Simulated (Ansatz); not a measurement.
# MnO2 (R-3m) in Ansatz: a series of runs

The runs below take MnO2 through band structure, with PBEsol.

Program: Ansatz 0.2.0. These are calculated values, not measurements. Logs are shortened: lines on timing, memory, paths and dates and some standing lists are left out, and cuts for length are marked.

## 1. The cell of the first run

Symmetry: R-3m, No. 166, trigonal system. The conventional cell has a = 2.857 Å, b = 2.857 Å, c = 13.752 Å, α = 90.00°, β = 90.00°, γ = 120.00°. Mn (site symmetry -3m) is surrounded by 6 O at 1.90 Å. O (site symmetry 3m) has 3 Mn at 1.90 Å as nearest neighbours.

Measurements of this composition are mostly on another form, of space group No. 136.

## 2. Band structure, PBEsol, collinear spin, ferromagnetic start (strain_xy = 0)

Contents of input.yaml:

```yaml
crystal:
  lattice:
    - [1.4284348394, 0.824707239, 4.5839315268]
    - [-1.4284348394, 0.824707239, 4.5839315268]
    - [0.0, -1.6494144781, 4.5839315268]
  atoms:
    - { symbol: Mn, position: [0.0, 0.0, 0.0], spin: 4.0 }
    - { symbol: O, position: [0.73563551, 0.73563551, 0.73563551] }
    - { symbol: O, position: [0.26436449, 0.26436449, 0.26436449] }
kpoints:
  mp_grid: { grid: [11, 11, 11] }
  band_path:
    path:
      - [0.0, 0.0, 0.0]
      - [0.5, 0.0, 0.0]
      - [0.5, 0.1882457062, -0.1882457062]
    npoints: 6
scf:
  occupations: { method: fermi_dirac, width: 0.05 }
hamiltonian:
  xc: pbesol
  pseudopotentials: { kind: all_electron, lapw: { basis_error: 0.002 } }
magnetization:
  spin_polarized: true
output:
  forces: true
  stress: true
  eigenvalues: true
```

Potentials or basis: all-electron LAPW, scalar-relativistic.

Command:

```sh
$ ansatz run input.yaml --threads 4 --pin off --max-ram 12288MiB --backend cpu --events-out ev --progress --plain --runs-dir out
```

Standard output:

```text
Warning: RAYON_NUM_THREADS=4 ignored (pool sized by the plan → 4); use --threads N
LAPW: plane waves up to 10.473 Å⁻¹, error target 2.0e-3 eV per atom; small_component_spin mean_spin; O in spheres of 0.861 Å, 8 of its electrons in bands, Dirac shells []; Mn in spheres of 1.042 Å, 15 of its electrons in bands, Dirac shells [] (how accurate: hamiltonian.pseudopotentials.lapw.basis_error, Limitations)
Engine: ansatz 0.2.0, x86_64-unknown-linux-gnu
Pseudopotentials: kind: all_electron
Pseudopotential: Mn, LAPW, valence charge 15, lapw/all_electron/scalar/gaussian/Mn, Koelling and Harmon's equation, gaussian nucleus
Pseudopotential: O, LAPW, valence charge 8, lapw/all_electron/scalar/gaussian/O, Koelling and Harmon's equation, gaussian nucleus
Functional definition: PBEsol
  exchange = pbesol_x
  correlation = pbesol_c
Crystal: 3 atoms, lattice volume = 32.400 Å³
Basis set: ecut = 417.85484014294116 eV, 651 PW (Γ), FFT grids on a1−a3, a2−a3, a3, exchange–correlation at level 2
Bands: 22, of which v1, the nominal top of the filled ones, is band 16 counted from 1 (15 counted from 0)
Symmetry: 12 space group operations
Space group: R-3m (ITA 166), of the structure as read, at distance tolerance 3.2e-5 Å
Magnetic group: BNS 166.97 (UNI 1327), of the structure as read, at distance tolerance 3.2e-5 Å
k-points: 146 of 1331
Non-local potential: Mn, projectors of the file, none
Non-local potential: O, projectors of the file, none
Initial density: superposition of atomic densities (chi_scale 0.1, normalization cell, long waves kept (reshape's long-wave potential 0.15 eV rms))
Starting moments: Σ|m| = 4 μB on 1 of 3 sites
Initial wavefunctions: plane waves of lowest kinetic energy (no species holds an atomic orbital)
Functional: x = pbesol(κ = 0.804, μ = 0.12345679012345678), c = pbesol(β = 0.046)
iter 1 solved again at ethr=1.23e-2 eV; its pass at ethr=1.00e-1 eV (dr2=3.83e0 eV) is discarded
SCF iter   1: F=—  HF=-35582.461716 eV  |F-HF|=—  |Δ(HF+E_count)|=         —  Δρ=7.09e-2 (↑7.09e-2 ↓5.26e-2)  dr2=3.82e0  dr2_m=2.77e-1  M=3.000 μB ∫|m|=3.119 μB  β_m=0.30  ethr=1.23e-2  ⟨swp⟩=2.0  Hψ=44731  notcnv=0
Mixer restart at iter 1: flushing history
preconditioner: auto → none  [insulator: Δε(μ)=1.202 eV  Ē_g=14.416 eV  σ=0.050 eV  W_gap=1.00  n_scr=14 (ndim 8)  ℏωp=28.4 eV  f_vac=0.122  D(μ)=0.00/eV (n_scr^D=0)  ε∞_Penn≈4.9]
iter 2 solved again at ethr=9.80e-4 eV; its pass at ethr=1.23e-2 eV (dr2=3.04e-1 eV) is discarded
SCF iter   2: F=—  HF=-35581.697337 eV  |F-HF|=—  |Δ(HF+E_count)|=   7.64e-1  Δρ=2.96e-2 (↑1.64e-2 ↓2.96e-2)  dr2=3.05e-1  dr2_m=1.27e-1  M=3.000 μB ∫|m|=3.086 μB  β_m=0.30  ethr=9.80e-4  ⟨swp⟩=2.0  Hψ=33515  notcnv=0
SCF iter   3: F=—  HF=-35581.555766 eV  |F-HF|=—  |Δ(HF+E_count)|=   1.42e-1  Δρ=2.03e-2 (↑2.03e-2 ↓1.69e-2)  dr2=1.33e-1  dr2_m=6.99e-2  M=3.000 μB ∫|m|=3.082 μB  β_m=0.45  ethr=9.80e-4  ⟨swp⟩=2.7  Hψ=20138  notcnv=0
SCF iter   4: F=—  HF=-35581.575926 eV  |F-HF|=—  |Δ(HF+E_count)|=         —  Δρ=3.23e-3 (↑2.54e-3 ↓3.23e-3)  dr2=4.85e-4  dr2_m=2.34e-3  M=3.000 μB ∫|m|=3.050 μB  β_m=0.48  ethr=4.28e-4  ⟨swp⟩=2.0  Hψ=19847  notcnv=0
the basis was enlarged: its passes take 6.0 MiB over the memory plan, 4 of 4 planned eigensolver slots
SCF iter   5: F=—  HF=-35581.578068 eV  |F-HF|=—  |Δ(HF+E_count)|=   2.14e-3  Δρ=1.36e-3 (↑8.61e-4 ↓1.36e-3)  dr2=1.74e-4  dr2_m=3.39e-4  M=3.000 μB ∫|m|=3.042 μB  β_m=0.74  ethr=1.56e-6  ⟨swp⟩=3.0  Hψ=20020  notcnv=0
SCF iter   6: F=—  HF=-35581.578483 eV  |F-HF|=—  |Δ(HF+E_count)|=   4.15e-4  Δρ=2.96e-4 (↑1.90e-4 ↓2.96e-4)  dr2=6.58e-5  dr2_m=9.65e-6  M=3.000 μB ∫|m|=3.037 μB  β_m=0.73  ethr=5.60e-7  ⟨swp⟩=2.7  Hψ=18730  notcnv=0
SCF iter   7: F=—  HF=-35581.578455 eV  |F-HF|=—  |Δ(HF+E_count)|=   2.87e-5  Δρ=5.14e-5 (↑5.14e-5 ↓3.77e-5)  dr2=1.87e-6  dr2_m=3.77e-7  M=3.000 μB ∫|m|=3.037 μB  β_m=0.78  ethr=2.12e-7  ⟨swp⟩=3.0  Hψ=19967  notcnv=0
SCF iter   8: F=—  HF=-35581.578456 eV  |F-HF|=—  |Δ(HF+E_count)|=   1.21e-6  Δρ=1.10e-5 (↑1.10e-5 ↓9.29e-6)  dr2=1.15e-8  dr2_m=2.66e-8  M=3.000 μB ∫|m|=3.037 μB  β_m=0.84  ethr=6.04e-9  ⟨swp⟩=2.8  Hψ=18948  notcnv=0
SCF iter   9: F=—  HF=-35581.578456 eV  |F-HF|=—  |Δ(HF+E_count)|=   1.57e-7  Δρ=1.34e-6 (↑1.34e-6 ↓1.01e-6)  dr2=1.69e-9  dr2_m=1.15e-10  M=3.000 μB ∫|m|=3.037 μB  β_m=0.85  ethr=3.72e-11  ⟨swp⟩=3.0  Hψ=20938  notcnv=0
SCF iter  10: F=-35581.578456 eV  HF=-35581.578456 eV  |F-HF|=2.18e-11  |Δ(HF+E_count)|=  2.91e-11  Δρ=1.57e-7 (↑1.57e-7 ↓1.52e-7)  dr2=6.53e-12  dr2_m=5.43e-12  M=3.000 μB ∫|m|=3.037 μB  ethr=6.93e-12 (applied; sched 5.45e-12)  ⟨swp⟩=2.0  Hψ=17970  notcnv=0
SCF 1 converged in 10 iterations: F = -35581.578456 eV  dr2 = 6.53e-12
NSCF: frozen V_eff on 13 k-points
SCF converged after 10 iterations
Magnetization: 3.0000 μB (17.0000 up, 14.0000 down)
Absolute magnetization: 3.0367 μB (∫|ρ↑−ρ↓|)
Spin contamination: 0.0357 ħ² per cell (⟨S²⟩ above its minimum at these occupations)
Per-site moments (μB) at R_I (Å): [(2.7235706559172144, 1.0416313749520263), (0.049999775338396724, 0.8610290321727776), (0.049999775338396724, 0.8610290321727776)]
Free energy (F): -35581.578456 eV
Harris-Foulkes:  -35581.578456 eV  (|F-HF|=2.18e-11)
Internal energy: -35581.578445 eV  (E = F + TS)
E sigma→0 (E₀):  -35581.578451 eV
Entropy (-TS):   -0.000011 eV (-0.004 meV/atom)
Fermi energy:    8.490213 eV
--- Per-component energies (eV) ---
  E_band       = -2339.955467
  E_kinetic    = 35968.362041
  E_xc         = -1842.337652
  E_electrostatic = -69707.602835  (all electrons and nuclei)
  E_smearing   = -0.000011  (= −TS)
  E_closure    = 0.000000  (closes the sum)
  E_atoms      = -35556.000175  (free atoms, spherical and without spin; not in F)
  Σ components = -35581.578456   (vs F -35581.578456, Δ=0.00e0)
  Basis errors (estimates in eV, not in F): energy 8.5e-4 per atom: plane waves 8.1e-4 (4.9e-4 summed), levels above the bands 2.5e-125, relativity 1.3e-7, radial functions 3.9e-5, core shells 3.0e-6; eigenvalues (radial functions only) 1.4e-5; not estimated: angular momenta, meshes, grids; target (lapw.basis_error) 2.0e-3; muffin-tin radii O 0.861 Å, Mn 1.042 Å
--- Forces (eV/Å), atoms counted from 1 ---
  atom   1  Mn     0.00000000     0.00000000     0.00000000
  atom   2  O      0.00000000     0.00000000    -0.16099816
  atom   3  O      0.00000000    -0.00000000     0.16099816
  max |Σ_I F_I| component: 4.93e-31 eV/Å
--- Stress (GPa, compression-positive) ---
       -2.696963       0.000000       0.000000
        0.000000      -2.696963      -0.000000
        0.000000      -0.000000      -0.544169
  P = ⅓ Tr σ = -1.9794 GPa (-19.794 kbar)
--- Band table (eV; the first three rows and the last of 292) ---
  k-point 0 ↑: bands = ["-495.7431", "-495.7431", "-73.2293", "-42.0112", "-42.0046", "-42.0046", "-11.5525", "-9.1767", "1.6547", "2.0646", "2.0646", "5.7105", "5.7105", "6.6188", "6.6188", "6.8805", "7.7808", "10.9696", "10.9696", "15.0784", "18.1970", "22.8456"]
  k-point 1 ↑: bands = ["-495.7431", "-495.7431", "-73.2278", "-42.0180", "-42.0090", "-42.0076", "-11.4424", "-9.2119", "1.7856", "2.0464", "2.1531", "5.2775", "5.4075", "6.5791", "6.8707", "7.0228", "7.8067", "10.7050", "10.9015", "15.4664", "18.6082", "22.8648"]
  k-point 2 ↑: bands = ["-495.7431", "-495.7431", "-73.2238", "-42.0538", "-42.0157", "-42.0031", "-11.1361", "-9.3063", "1.9272", "2.2567", "2.3894", "4.3329", "4.9524", "6.5015", "7.1542", "7.2088", "7.7890", "10.1474", "10.7630", "16.4655", "19.5968", "22.9217"]
  k-point 145 ↓: bands = ["-495.6999", "-495.6999", "-70.0700", "-38.9861", "-38.9737", "-38.8083", "-11.1430", "-9.2810", "2.8286", "3.0616", "3.5351", "5.9321", "6.1875", "6.4137", "9.0035", "9.0933", "10.5719", "12.0872", "12.2878", "17.7797", "18.3221", "22.0837"]
```

It took 51 s on 4 threads of Intel Xeon at 2.50GHz (Skylake/Cascade Lake), shared host; peak memory 0.97 GiB.

Results:

| Item | Value |
| --- | --- |
| Free energy | -35581.5785 eV |
| Pressure | -2.0 GPa |
| Largest force | 0.161 eV/Å |
| Band gap on the k mesh | 0.78 eV, indirect (least direct gap 0.85 eV) |
| Band gap along the path | 1.06 eV, indirect (least direct gap 1.08 eV) |
| Net moment | 3.00 μB per cell |
| Absolute moment | 3.04 μB per cell |
| Site moments | Mn +2.72; O +0.05 μB |

Forces on the atoms (eV/Å):
```
Mn   0.000  0.000  0.000
O    0.000  0.000 -0.161
O    0.000  0.000  0.161
```

Stress tensor (GPa, compression positive):
```
-2.70  0.00  0.00
 0.00 -2.70  0.00
 0.00  0.00 -0.54
```

Levels at the corners of the path, in eV from the valence-band top:
Spin up:
| point | band 13 | band 14 | band 15 | band 16 | band 17 | band 18 | band 19 | band 20 | band 21 | band 22 |
| --- | --- | --- | --- | --- | --- | --- | --- | --- | --- | --- |
| Γ | -2.09 | -1.19 | -1.19 | -0.92 | -0.02 | 3.17 | 3.17 | 7.27 | 10.39 | 15.04 |
| L | -2.65 | -2.06 | -1.52 | -1.45 | -0.67 | 2.33 | 2.97 | 12.13 | 13.50 | 13.54 |
| B1 | -3.31 | -2.51 | -1.84 | -0.60 | -0.39 | 2.31 | 2.43 | 13.42 | 13.84 | 14.37 |
Spin down:
```tsv
point	band 12	band 13	band 14	band 15	band 16	band 17
Γ	-1.10	-1.10	-0.75	1.06	1.06	2.74
L	-3.18	-2.50	-1.85	1.47	1.84	2.15
B1	-2.97	-2.50	-2.11	1.42	2.19	2.29
```

Caveat: a cell with one magnetic atom can't hold antiferromagnetic order, which such compounds often take.

## 3. Band structure, PBEsol, collinear spin, ferromagnetic start, 9.95 Å³/atom (strain_xy = -0.04)

Edit input.yaml of step 2 so:

```diff
@@ -2,5 +2,5 @@
   lattice:
-    - [1.4284348394, 0.824707239, 4.5839315268]
-    - [-1.4284348394, 0.824707239, 4.5839315268]
-    - [0.0, -1.6494144781, 4.5839315268]
+    - [1.3712974458, 0.7917189494, 4.5839315268]
+    - [-1.3712974458, 0.7917189494, 4.5839315268]
+    - [0.0, -1.583437899, 4.5839315268]
   atoms:
@@ -15,3 +15,3 @@
       - [0.5, 0.0, 0.0]
-      - [0.5, 0.1882457062, -0.1882457062]
+      - [0.5, 0.1865539095, -0.1865539095]
     npoints: 6
```

Potentials or basis: all-electron LAPW, scalar-relativistic.

Command:

```sh
$ ansatz run input.yaml --threads 4 --pin off --max-ram 12288MiB --backend cpu --events-out ev --progress --plain --runs-dir out
```

Standard output:

```text
Warning: RAYON_NUM_THREADS=4 ignored (pool sized by the plan → 4); use --threads N
LAPW: plane waves up to 10.810 Å⁻¹, error target 2.0e-3 eV per atom; small_component_spin mean_spin; O in spheres of 0.834 Å, 8 of its electrons in bands, Dirac shells []; Mn in spheres of 1.012 Å, 21 of its electrons in bands, Dirac shells [] (how accurate: hamiltonian.pseudopotentials.lapw.basis_error, Limitations)
Engine: ansatz 0.2.0, x86_64-unknown-linux-gnu
Pseudopotentials: kind: all_electron
Pseudopotential: Mn, LAPW, valence charge 21, lapw/all_electron/scalar/gaussian/Mn, Koelling and Harmon's equation, gaussian nucleus
Pseudopotential: O, LAPW, valence charge 8, lapw/all_electron/scalar/gaussian/O, Koelling and Harmon's equation, gaussian nucleus
Functional definition: PBEsol
  exchange = pbesol_x
  correlation = pbesol_c
Crystal: 3 atoms, lattice volume = 29.860 Å³
Basis set: ecut = 445.2070257702661 eV, 657 PW (Γ), FFT grids on a1−a3, a2−a3, a3, exchange–correlation at level 2
Bands: 25, of which v1, the nominal top of the filled ones, is band 19 counted from 1 (18 counted from 0)
Symmetry: 12 space group operations
Space group: R-3m (ITA 166), of the structure as read, at distance tolerance 3.1e-5 Å
Magnetic group: BNS 166.97 (UNI 1327), of the structure as read, at distance tolerance 3.1e-5 Å
k-points: 146 of 1331
Non-local potential: Mn, projectors of the file, none
Non-local potential: O, projectors of the file, none
Initial density: superposition of atomic densities (chi_scale 0.1, normalization cell, long waves kept (reshape's long-wave potential 0.18 eV rms))
Starting moments: Σ|m| = 4 μB on 1 of 3 sites
Initial wavefunctions: plane waves of lowest kinetic energy (no species holds an atomic orbital)
Functional: x = pbesol(κ = 0.804, μ = 0.12345679012345678), c = pbesol(β = 0.046)
iter 1 solved again at ethr=1.03e-2 eV; its pass at ethr=1.00e-1 eV (dr2=3.80e0 eV) is discarded
SCF iter   1: F=—  HF=-35582.413438 eV  |F-HF|=—  |Δ(HF+E_count)|=         —  Δρ=7.88e-2 (↑7.88e-2 ↓5.58e-2)  dr2=3.79e0  dr2_m=3.33e-1  M=3.000 μB ∫|m|=3.049 μB  β_m=0.30  ethr=1.03e-2  ⟨swp⟩=2.0  Hψ=47482  notcnv=0
Mixer restart at iter 1: flushing history
preconditioner: auto → none  [insulator: Δε(μ)=0.908 eV  Ē_g=15.227 eV  σ=0.050 eV  W_gap=1.00  n_scr=16 (ndim 8)  ℏωp=29.6 eV  f_vac=0.157  D(μ)=0.00/eV (n_scr^D=0)  ε∞_Penn≈4.8]
iter 2 solved again at ethr=8.78e-4 eV; its pass at ethr=1.03e-2 eV (dr2=3.25e-1 eV) is discarded
[... 11 lines left out ...]
SCF iter  11: F=-35581.419862 eV  HF=-35581.419862 eV  |F-HF|=3.43e-9  |Δ(HF+E_count)|=   4.68e-9  Δρ=1.14e-6 (↑1.14e-6 ↓1.09e-6)  dr2=1.45e-9  dr2_m=3.31e-12  M=3.000 μB ∫|m|=3.015 μB  ethr=4.58e-11  ⟨swp⟩=2.3  Hψ=20704  notcnv=0
SCF 1 converged in 11 iterations: F = -35581.419862 eV  dr2 = 1.45e-9
NSCF: frozen V_eff on 13 k-points
SCF converged after 11 iterations
Magnetization: 2.9995 μB (19.9998 up, 17.0002 down)
Absolute magnetization: 3.0154 μB (∫|ρ↑−ρ↓|)
Spin contamination: 0.0225 ħ² per cell (⟨S²⟩ above its minimum at these occupations)
Per-site moments (μB) at R_I (Å): [(2.611223113493171, 1.0118784547776407), (0.09656040918468722, 0.833879950455497), (0.09656040918468722, 0.833879950455497)]
Free energy (F): -35581.419862 eV
Harris-Foulkes:  -35581.419862 eV  (|F-HF|=3.43e-9)
Internal energy: -35581.419721 eV  (E = F + TS)
E sigma→0 (E₀):  -35581.419792 eV
Entropy (-TS):   -0.000141 eV (-0.047 meV/atom)
Fermi energy:    9.788581 eV
--- Per-component energies (eV) ---
  E_band       = -5993.773754
  E_kinetic    = 35980.693931
  E_xc         = -1845.124734
  E_electrostatic = -69716.988918  (all electrons and nuclei)
  E_smearing   = -0.000141  (= −TS)
  E_closure    = 0.000000  (closes the sum)
  E_atoms      = -35556.000175  (free atoms, spherical and without spin; not in F)
  Σ components = -35581.419862   (vs F -35581.419862, Δ=0.00e0)
  Basis errors (estimates in eV, not in F): energy 8.6e-4 per atom: plane waves 8.2e-4 (5.0e-4 summed), levels above the bands 1.6e-132, relativity 1.1e-7, radial functions 3.7e-5, core shells 7.2e-7; eigenvalues (radial functions only) 1.8e-5; not estimated: angular momenta, meshes, grids; target (lapw.basis_error) 2.0e-3; muffin-tin radii O 0.834 Å, Mn 1.012 Å
--- Forces (eV/Å), atoms counted from 1 ---
  atom   1  Mn     0.00000000     0.00000000     0.00000000
  atom   2  O      0.00000000    -0.00000000     1.03819224
  atom   3  O      0.00000000     0.00000000    -1.03819224
  max |Σ_I F_I| component: 2.63e-31 eV/Å
--- Stress (GPa, compression-positive) ---
       24.722067       0.000000       0.000000
        0.000000      24.722067       0.000000
        0.000000       0.000000      12.117174
  P = ⅓ Tr σ = 20.5204 GPa (205.204 kbar)
--- Band table (eV; the first three rows and the last of 292) ---
  k-point 0 ↑: bands = ["-614.8959", "-614.8959", "-614.8807", "-494.5346", "-494.5346", "-71.9253", "-40.7207", "-40.6944", "-40.6944", "-11.0109", "-8.3961", "2.2126", "2.8674", "2.8674", "6.9711", "6.9711", "7.7613", "7.7613", "7.7936", "9.1560", "12.6646", "12.6646", "17.0300", "20.0841", "24.4825"]
  k-point 1 ↑: bands = ["-614.8959", "-614.8959", "-614.8807", "-494.5346", "-494.5346", "-71.9226", "-40.7173", "-40.7156", "-40.6991", "-10.8798", "-8.4358", "2.3650", "2.8164", "2.9666", "6.3982", "6.5651", "7.7790", "8.0202", "8.1209", "9.1828", "12.3815", "12.5918", "17.4190", "20.5471", "24.5152"]
  k-point 2 ↑: bands = ["-614.8959", "-614.8959", "-614.8807", "-494.5346", "-494.5346", "-71.9155", "-40.7733", "-40.7119", "-40.7070", "-10.5157", "-8.5411", "2.5942", "2.9368", "3.2268", "5.2779", "6.0224", "7.7527", "8.2755", "8.5057", "9.1872", "11.8098", "12.4461", "18.4189", "21.6446", "24.5915"]
  k-point 145 ↓: bands = ["-613.8838", "-613.8838", "-613.8205", "-494.4520", "-494.4520", "-68.8690", "-37.7718", "-37.7520", "-37.6580", "-10.4965", "-8.4162", "3.6091", "3.8958", "4.1839", "6.9270", "7.3242", "7.5980", "10.1787", "10.2986", "12.0080", "13.7236", "13.9477", "19.6679", "20.4774", "23.3125"]
```

bands.tsv:

```text
[... 22 lines left out ...]
```

Wall time 61 s (4 threads of Intel Xeon at 2.50GHz (Skylake/Cascade Lake), shared host); peak memory 1 GiB.

Results:

| Quantity | Value |
| --- | --- |
| Free energy | -35581.4199 eV |
| Pressure | 20.5 GPa |
| Largest force | 1.038 eV/Å |
| Band gap on the k mesh | 0.47 eV, indirect (least direct gap 0.52 eV) |
| Band gap along the path | 0.81 eV, indirect (least direct gap 0.85 eV) |
| Net moment | 3.00 μB per cell |
| Absolute moment | 3.02 μB per cell |
| Site moments | Mn +2.61; O +0.10 μB |

Caveat: a cell with one magnetic atom can't hold antiferromagnetic order, which such compounds often take; forces of over 1 eV/Å show positions far from the minimum, so gaps and moduli don't describe the material at rest.

## 4. Band structure, PBEsol, collinear spin, ferromagnetic start, 10.37 Å³/atom (strain_xy = -0.02)

Edit input.yaml of step 3 so:

```diff
@@ -2,5 +2,5 @@
   lattice:
-    - [1.3712974458, 0.7917189494, 4.5839315268]
-    - [-1.3712974458, 0.7917189494, 4.5839315268]
-    - [0.0, -1.583437899, 4.5839315268]
+    - [1.3998661426, 0.8082130942, 4.5839315268]
+    - [-1.3998661426, 0.8082130942, 4.5839315268]
+    - [0.0, -1.6164261885, 4.5839315268]
   atoms:
@@ -15,3 +15,3 @@
       - [0.5, 0.0, 0.0]
-      - [0.5, 0.1865539095, -0.1865539095]
+      - [0.5, 0.1873911762, -0.1873911762]
     npoints: 6
```

Command:

```sh
$ ansatz run input.yaml --threads 4 --pin off --max-ram 12288MiB --backend cpu --events-out ev --progress --plain --runs-dir out
```

Wall time 56 s (4 threads of Intel Xeon at 2.50GHz (Skylake/Cascade Lake), shared host); peak memory 1 GiB.

It converged, with:

- Free energy: -35581.5525 eV
- Pressure: 8.1 GPa
- Largest force: 0.384 eV/Å
- Band gap on the k mesh: 0.63 eV, indirect (least direct gap 0.69 eV)
- Band gap along the path: 0.94 eV, indirect (least direct gap 0.96 eV)
- Net moment: 3.00 μB per cell
- Absolute moment: 3.02 μB per cell
- Site moments: Mn +2.67; O +0.07 μB

Caveat: a cell with one magnetic atom can't hold antiferromagnetic order, which such compounds often take.
